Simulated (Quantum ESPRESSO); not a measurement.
# TiAl (P1) in Quantum ESPRESSO: convergence with wavefunction cutoff

Aim: find how far wavefunction cutoff must go before the results for TiAl settle, at r2SCAN. This setting moves, with any that are tied to it; all else stays.

All numbers are computed with Quantum ESPRESSO 7.5; they aren't measurements. Logs are shortened: lines on timing, memory, paths and dates and some standing lists are left out, and cuts for length are marked.

**1. The cell of the first run**

The typed cell holds 2 atoms: a = 3.179 Å, b = 3.179 Å, c = 3.179 Å, α = 90.00°, β = 90.00°, γ = 90.00°.

The cell comes from a database or a generator and needn't be the stable form of this composition.

The cell isn't the ideal one: atoms moved at random, drawn with an rms of 0.15 Å.

**2. With wavefunction cutoff 30 Ry**

Contents of pw.in:

```
&CONTROL
  calculation = 'scf'
  prefix = 'pwscf'
  outdir = './tmp'
  pseudo_dir = './pseudo'
  tprnfor = .true.
  tstress = .true.
  disk_io = 'nowf'
/
&SYSTEM
  ibrav = 0
  nat = 2
  ntyp = 2
  ecutwfc = 30
  nbnd = 18
  input_dft = 'r2scan'
  occupations = 'smearing'
  smearing = 'mv'
  degauss = 0.00734986
  nosym = .true.
/
&ELECTRONS
  conv_thr = 1d-08
  electron_maxstep = 120
  mixing_beta = 0.5
/
ATOMIC_SPECIES
Ti    47.8670 Ti_ONCV_PBE-1.2.upf
Al    26.9815 Al_ONCV_PBE-1.2.upf
CELL_PARAMETERS angstrom
   3.1790640000    0.0000000000    0.0000000000
   0.0000000000    3.1790640000    0.0000000000
   0.0000000000    0.0000000000    3.1790640000
ATOMIC_POSITIONS crystal
Ti     0.0159790000   -0.0128830000    0.0576610000
Al     0.4742060000    0.4844880000    0.5099270000
K_POINTS automatic
4 4 4 0 0 0
```

Potentials or basis: SG15 PBE 1.2.

On the command line:

```bash
$ OMP_NUM_THREADS=1 pw.x -in pw.in > pw.out
```

pw.out:

```text
This program is part of the open-source Quantum ESPRESSO suite
     for quantum simulation of materials; please cite
         "P. Giannozzi et al., J. Phys.:Condens. Matter 21 395502 (2009);
         "P. Giannozzi et al., J. Phys.:Condens. Matter 29 465901 (2017);
         "P. Giannozzi et al., J. Chem. Phys. 152 154105 (2020);
     in publications or presentations arising from this work. More details at

     IMPORTANT: XC functional enforced from input :
     Exchange-correlation= R2SCAN
                           (   0   0   0   0   0 497 498)
     Any further DFT definition will be discarded
     Please, verify this is what you really want

     G-vector sticks info
     --------------------
     sticks:   dense  smooth     PW     G-vecs:    dense   smooth      PW
     Sum         349     349    121                 4801     4801     949

     Using Slab Decomposition

     bravais-lattice index     =            0
     lattice parameter (alat)  =       6.0076  a.u.
     unit-cell volume          =     216.8175 (a.u.)^3
     number of atoms/cell      =            2
     number of atomic types    =            2
     number of electrons       =        23.00
     number of Kohn-Sham states=           18
     kinetic-energy cutoff     =      30.0000  Ry
     charge density cutoff     =     120.0000  Ry
     scf convergence threshold =      1.0E-08
     mixing beta               =       0.5000
     number of iterations used =            8  plain     mixing
     Exchange-correlation= R2SCAN
                           (   0   0   0   0   0 497 498)

     celldm(1)=   6.007560  celldm(2)=   0.000000  celldm(3)=   0.000000
     celldm(4)=   0.000000  celldm(5)=   0.000000  celldm(6)=   0.000000

     crystal axes: (cart. coord. in units of alat)
               a(1) = (   1.000000   0.000000   0.000000 )
               a(2) = (   0.000000   1.000000   0.000000 )
               a(3) = (   0.000000   0.000000   1.000000 )

     reciprocal axes: (cart. coord. in units 2 pi/alat)
               b(1) = (  1.000000  0.000000  0.000000 )
               b(2) = (  0.000000  1.000000  0.000000 )
               b(3) = (  0.000000  0.000000  1.000000 )

     PseudoPot. # 1 for Ti read from file:
     Ti_ONCV_PBE-1.2.upf
     Pseudo is Norm-conserving, Zval = 12.0
     Generated using ONCVPSP code by D. R. Hamann
     Using radial grid of  602 points,  6 beta functions with:
                l(1) =   0
                l(2) =   0
                l(3) =   1
                l(4) =   1
                l(5) =   2
                l(6) =   2

     PseudoPot. # 2 for Al read from file:
     Al_ONCV_PBE-1.2.upf
     Pseudo is Norm-conserving, Zval = 11.0
     Generated using ONCVPSP code by D. R. Hamann
     Using radial grid of  602 points,  4 beta functions with:
                l(1) =   0
                l(2) =   0
                l(3) =   1
                l(4) =   1

     atomic species   valence    mass     pseudopotential
     Ti               12.00    47.86700     Ti( 1.00)
     Al               11.00    26.98150     Al( 1.00)

     No symmetry found

   Cartesian axes

     site n.     atom                  positions (alat units)
         1        Ti     tau(   1) = (   0.0159790  -0.0128830   0.0576610  )
         2        Al     tau(   2) = (   0.4742060   0.4844880   0.5099270  )

     number of k points=    36  Marzari-Vanderbilt smearing, width (Ry)=  0.0073
                       cart. coord. in units 2pi/alat
        k(    1) = (   0.0000000   0.0000000   0.0000000), wk =   0.0312500
        k(    2) = (   0.0000000   0.0000000   0.2500000), wk =   0.0625000
        k(    3) = (   0.0000000   0.0000000  -0.5000000), wk =   0.0312500
        k(    4) = (   0.0000000   0.2500000   0.0000000), wk =   0.0625000
        k(    5) = (   0.0000000   0.2500000   0.2500000), wk =   0.0625000
        k(    6) = (   0.0000000   0.2500000  -0.5000000), wk =   0.0625000
[... 28 lines left out ...]
        k(   35) = (  -0.5000000  -0.5000000   0.2500000), wk =   0.0625000
        k(   36) = (  -0.5000000  -0.5000000  -0.5000000), wk =   0.0312500

     Dense  grid:     4801 G-vectors     FFT dimensions: (  24,  24,  24)

     WARNING: libxc functional with ID  497 depends
      on external parameters: check the user_guide of
      QE if you need to modify them or to check their
      default values.

     WARNING: libxc functional with ID  498 depends
      on external parameters: check the user_guide of
      QE if you need to modify them or to check their
      default values.

     Initial potential from superposition of free atoms

     starting charge      22.8087, renormalised to      23.0000
     Starting wfcs are random

     Self-consistent Calculation

     iteration #  1     ecut=    30.00 Ry     beta= 0.50
     Davidson diagonalization with overlap
     ethr =  1.00E-02,  avg # of iterations =  8.8

     total energy              =    -253.25870038 Ry
     estimated scf accuracy    <      61.83238645 Ry

     iteration #  2     ecut=    30.00 Ry     beta= 0.50
     Davidson diagonalization with overlap
     ethr =  1.00E-02,  avg # of iterations =  1.0

     total energy              =    -253.32805055 Ry
     estimated scf accuracy    <      14.02734062 Ry

     iteration #  3     ecut=    30.00 Ry     beta= 0.50
     Davidson diagonalization with overlap
     ethr =  1.00E-02,  avg # of iterations =  1.0
     Minimization algorithm failed to find Fermi energy: reverting to bisection
     Possible cause: smearing is larger than the electronic band-gap.

     total energy              =    -253.33642451 Ry
     estimated scf accuracy    <       0.21482981 Ry

     iteration #  4     ecut=    30.00 Ry     beta= 0.50
     Davidson diagonalization with overlap
     ethr =  9.34E-04,  avg # of iterations =  1.0

     total energy              =    -253.34599556 Ry
     estimated scf accuracy    <       0.00774999 Ry

     iteration #  5     ecut=    30.00 Ry     beta= 0.50
     Davidson diagonalization with overlap
     ethr =  3.37E-05,  avg # of iterations =  2.0
     Minimization algorithm failed to find Fermi energy: reverting to bisection
     Possible cause: smearing is larger than the electronic band-gap.

     total energy              =    -253.34613597 Ry
     estimated scf accuracy    <       0.00021668 Ry

     iteration #  6     ecut=    30.00 Ry     beta= 0.50
     Davidson diagonalization with overlap
     ethr =  9.42E-07,  avg # of iterations =  3.8

     total energy              =    -253.34614358 Ry
     estimated scf accuracy    <       0.00003006 Ry

     iteration #  7     ecut=    30.00 Ry     beta= 0.50
     Davidson diagonalization with overlap
     ethr =  1.31E-07,  avg # of iterations =  1.1

     total energy              =    -253.34614472 Ry
     estimated scf accuracy    <       0.00000074 Ry

     iteration #  8     ecut=    30.00 Ry     beta= 0.50
     Davidson diagonalization with overlap
     ethr =  3.20E-09,  avg # of iterations =  1.9

     total energy              =    -253.34614477 Ry
     estimated scf accuracy    <       0.00000002 Ry

     iteration #  9     ecut=    30.00 Ry     beta= 0.50
     Davidson diagonalization with overlap
     ethr =  6.74E-11,  avg # of iterations =  2.0

     End of self-consistent calculation

          k = 0.0000 0.0000 0.0000 (   619 PWs)   bands (ev):

   -94.5572 -53.6812 -53.6765 -53.6676 -47.4047 -22.2085 -22.2062 -22.1947
     3.2827  11.5786  11.5819  15.3753  15.4451  15.4548  18.2437  18.2495
    18.3009  22.7084

          k = 0.0000 0.0000 0.2500 (   594 PWs)   bands (ev):

   -94.3525 -53.5582 -53.5566 -53.5211 -47.3971 -22.2663 -22.1835 -22.1785
     4.3395  10.6833  12.1036  14.4031  14.4499  15.5793  16.4581  20.2196
    20.2623  21.4329

          k = 0.0000 0.0000-0.5000 (   610 PWs)   bands (ev):

   -94.5042 -53.6647 -53.6636 -53.6240 -47.3900 -22.3639 -22.1897 -22.1853
     6.7318   7.6671  12.6203  13.6050  13.6713  15.5295  16.6818  20.0117
    22.8948  22.9338

          k = 0.0000 0.2500 0.0000 (   594 PWs)   bands (ev):

   -94.3539 -53.5631 -53.5488 -53.5234 -47.3971 -22.2710 -22.1852 -22.1712
     4.3444  10.6854  12.1073  14.3923  14.4325  15.6114  16.3759  20.2486
    20.3125  21.3962

          k = 0.0000 0.2500 0.2500 (   605 PWs)   bands (ev):

   -94.4547 -53.6359 -53.6251 -53.5863 -47.3902 -22.2778 -22.2644 -22.1802
     5.2889  11.1692  11.2962  13.4400  14.3654  14.8426  16.9094  18.1390
    21.6525  21.8977
[... 147 lines left out ...]
   -94.4917 -53.6700 -53.6465 -53.6197 -47.3832 -22.3589 -22.2688 -22.1717
     7.2483   8.7055  12.2434  12.8488  13.9673  14.8065  16.5579  19.7244
    19.7298  22.9427

          k =-0.5000 0.2500 0.2500 (   598 PWs)   bands (ev):

   -94.4163 -53.6379 -53.6072 -53.5568 -47.3763 -22.3440 -22.2520 -22.2452
     7.8587   9.5084  11.4634  13.4751  13.9193  14.5130  16.7814  18.6473
    20.5170  20.6584

          k =-0.5000 0.2500-0.5000 (   604 PWs)   bands (ev):

   -94.4657 -53.6393 -53.6269 -53.6245 -47.3696 -22.3382 -22.3237 -22.2482
     8.8041  10.4537  10.4857  12.9437  14.9766  15.0285  16.4640  16.8781
    18.1567  21.0900

          k =-0.5000 0.2500-0.2500 (   598 PWs)   bands (ev):

   -94.4163 -53.6380 -53.6070 -53.5568 -47.3763 -22.3440 -22.2523 -22.2449
     7.8585   9.5075  11.4616  13.4728  13.9251  14.5161  16.7820  18.6435
    20.5164  20.6590

          k =-0.5000-0.5000 0.0000 (   576 PWs)   bands (ev):

   -94.2375 -53.5389 -53.5382 -53.3861 -47.3761 -22.3344 -22.3296 -22.1335
     8.0195  10.9528  10.9869  11.6799  14.3488  14.3842  16.4314  18.5027
    18.9912  23.4242

          k =-0.5000-0.5000 0.2500 (   604 PWs)   bands (ev):

   -94.4659 -53.6373 -53.6344 -53.6195 -47.3696 -22.3364 -22.3321 -22.2418
     8.7765  10.4779  10.4945  12.9873  14.9980  15.0575  16.4662  16.8396
    18.1266  21.1019

          k =-0.5000-0.5000-0.5000 (   624 PWs)   bands (ev):

   -94.6260 -53.7346 -53.7296 -53.7225 -47.3630 -22.3399 -22.3378 -22.3253
     9.9979  10.0448  10.0649  14.2569  15.9509  15.9920  16.0102  16.3890
    16.3900  20.6071

     the Fermi energy is    13.4022 ev

!    total energy              =    -253.34614478 Ry
     estimated scf accuracy    <          1.4E-09 Ry
     smearing contrib. (-TS)   =      -0.00049590 Ry
     internal energy E=F+TS    =    -253.34564888 Ry

     The total energy is F=E-TS. E is the sum of the following terms:
     one-electron contribution =    -118.46277784 Ry
     hartree contribution      =      55.06624127 Ry
     xc contribution           =     -29.92402536 Ry
     ewald contribution        =    -160.02508695 Ry

     convergence has been achieved in   9 iterations

     Forces acting on atoms (cartesian axes, Ry/au):

     atom    1 type  1   force =    -0.03686156   -0.00364338   -0.04160600
     atom    2 type  2   force =     0.03686156    0.00364338    0.04160600

     Total force =     0.078780     Total SCF correction =     0.000027

     Computing stress (Cartesian axis) and pressure

          total   stress  (Ry/bohr**3)                   (kbar)     P=    -1759.02
  -0.01197606   0.00000782   0.00012857        -1761.74        1.15       18.91
   0.00000782  -0.01191080   0.00001093            1.15    -1752.14        1.61
   0.00012857   0.00001093  -0.01198581           18.91        1.61    -1763.17

=------------------------------------------------------------------------------=
   JOB DONE.
=------------------------------------------------------------------------------=
```

Wall time 15 s (1 thread of Arm Neoverse V2, shared host); peak memory 0.05 GiB.

What came out:

```yaml
Free_energy: -3446.9499 eV
Pressure: -175.9 GPa
Largest_force: 1.432 eV/Å
Band_gap_on_the_k_mesh: none (metal or under the smearing width)
```

**3. With wavefunction cutoff 38 Ry**

Edit pw.in of step 2 so:

```diff
@@ -13,3 +13,3 @@
   ntyp = 2
-  ecutwfc = 30
+  ecutwfc = 38
   nbnd = 18
```

Potentials or basis: SG15 PBE 1.2.

On the command line:

```bash
$ OMP_NUM_THREADS=1 pw.x -in pw.in > pw.out
```

It took 16 s on 1 thread of Arm Neoverse V2, shared host; peak memory 0.05 GiB.

Results:

| Quantity | Value |
| --- | --- |
| Free energy | -3453.5192 eV |
| Pressure | -32.2 GPa |
| Largest force | 1.425 eV/Å |
| Band gap on the k mesh | none (metal or under the smearing width) |

**4. With wavefunction cutoff 45 Ry**

Edit pw.in of step 3 so:

```diff
@@ -13,3 +13,3 @@
   ntyp = 2
-  ecutwfc = 38
+  ecutwfc = 45
   nbnd = 18
```

On the command line:

```bash
$ OMP_NUM_THREADS=1 pw.x -in pw.in > pw.out
```

Wall time 17 s (1 thread of Arm Neoverse V2, shared host); peak memory 0.05 GiB.

Results:

```
Free energy            : -3454.5006 eV
Pressure               : -6.1 GPa
Largest force          : 1.517 eV/Å
Band gap on the k mesh : none (metal or under the smearing width)
```

**5. With wavefunction cutoff 52 Ry**

Edit pw.in of step 4 so:

```diff
@@ -13,3 +13,3 @@
   ntyp = 2
-  ecutwfc = 45
+  ecutwfc = 52
   nbnd = 18
```

On the command line:

```bash
$ OMP_NUM_THREADS=1 pw.x -in pw.in > pw.out
```

It took 30 s on 1 thread of Arm Neoverse V2, shared host; peak memory 0.05 GiB.

What came out:

```
Free energy            : -3454.7293 eV
Pressure               : 0.1 GPa
Largest force          : 1.483 eV/Å
Band gap on the k mesh : none (metal or under the smearing width)
```

**6. With wavefunction cutoff 60 Ry**

Edit pw.in of step 5 so:

```diff
@@ -13,3 +13,3 @@
   ntyp = 2
-  ecutwfc = 52
+  ecutwfc = 60
   nbnd = 18
```

Potentials or basis: SG15 PBE 1.2.

On the command line:

```bash
$ OMP_NUM_THREADS=1 pw.x -in pw.in > pw.out
```

It took 34 s on 1 thread of Arm Neoverse V2, shared host; peak memory 0.06 GiB.

The run converged. Its results:

```
Free energy            : -3454.7970 eV
Pressure               : 2.2 GPa
Largest force          : 1.491 eV/Å
Band gap on the k mesh : none (metal or under the smearing width)
```

**7. With wavefunction cutoff 68 Ry**

Edit pw.in of step 6 so:

```diff
@@ -13,3 +13,3 @@
   ntyp = 2
-  ecutwfc = 60
+  ecutwfc = 68
   nbnd = 18
```

On the command line:

```bash
$ OMP_NUM_THREADS=1 pw.x -in pw.in > pw.out
```

Run time: 27 s. Hardware: 1 thread of Arm Neoverse V2, shared host; peak memory 0.06 GiB.

It converged, with:

* Free energy: -3454.8108 eV
* Pressure: 2.7 GPa
* Largest force: 1.485 eV/Å
* Band gap on the k mesh: none (metal or under the smearing width)

**8. With wavefunction cutoff 75 Ry**

Edit pw.in of step 7 so:

```diff
@@ -13,3 +13,3 @@
   ntyp = 2
-  ecutwfc = 68
+  ecutwfc = 75
   nbnd = 18
```

On the command line:

```bash
$ OMP_NUM_THREADS=1 pw.x -in pw.in > pw.out
```

Wall time 57 s (1 thread of Arm Neoverse V2, shared host); peak memory 0.07 GiB.

The run converged. Its results:

```
Free energy            : -3454.8141 eV
Pressure               : 2.8 GPa
Largest force          : 1.502 eV/Å
Band gap on the k mesh : none (metal or under the smearing width)
```

**9. With wavefunction cutoff 90 Ry**

Edit pw.in of step 8 so:

```diff
@@ -13,3 +13,3 @@
   ntyp = 2
-  ecutwfc = 75
+  ecutwfc = 90
   nbnd = 18
```

Potentials or basis: SG15 PBE 1.2.

On the command line:

```bash
$ OMP_NUM_THREADS=1 pw.x -in pw.in > pw.out
```

It took 72 s on 1 thread of Arm Neoverse V2, shared host; peak memory 0.09 GiB.

It converged, with:

```yaml
Free_energy: -3454.8158 eV
Pressure: 2.8 GPa
Largest_force: 1.497 eV/Å
Band_gap_on_the_k_mesh: none (metal or under the smearing width)
```

**10. With wavefunction cutoff 112 Ry**

Edit pw.in of step 9 so:

```diff
@@ -13,3 +13,3 @@
   ntyp = 2
-  ecutwfc = 90
+  ecutwfc = 112
   nbnd = 18
```

On the command line:

```bash
$ OMP_NUM_THREADS=1 pw.x -in pw.in > pw.out
```

It took 2 min on 1 thread of Arm Neoverse V2, shared host; peak memory 0.12 GiB.

It converged, with:

* Free energy: -3454.8174 eV
* Pressure: 2.8 GPa
* Largest force: 1.497 eV/Å
* Band gap on the k mesh: none (metal or under the smearing width)

**11. The series at a glance**

```tsv
wavefunction cutoff	energy less the tightest run, at zero smearing (meV/atom)	pressure (GPa)	largest force (eV/Å)	SCF cycles	CPU time (s)	peak memory (GiB)
30 Ry	3933.75	-175.90	1.432	9	15	0.05
38 Ry	649.09	-32.20	1.425	9	16	0.05
45 Ry	158.38	-6.08	1.517	9	17	0.05
52 Ry	44.03	0.13	1.483	9	30	0.05
60 Ry	10.21	2.16	1.491	9	34	0.06
68 Ry	3.29	2.73	1.485	9	27	0.06
75 Ry	1.67	2.83	1.502	9	57	0.07
90 Ry	0.79	2.85	1.497	9	72	0.09
112 Ry	0.00	2.85	1.497	9	120	0.12
```

Against the tightest run, the energy stays within 1 meV/atom from 90 Ry on; the pressure stays within 0.1 GPa from 75 Ry on; the largest force stays within 0.005 eV/Å from 90 Ry on. The tightest run that finished is the yardstick and may itself not be fully converged.

Caveats: all runs use coarse meshes; the potentials were made for another functional, which shifts forces and pressure.
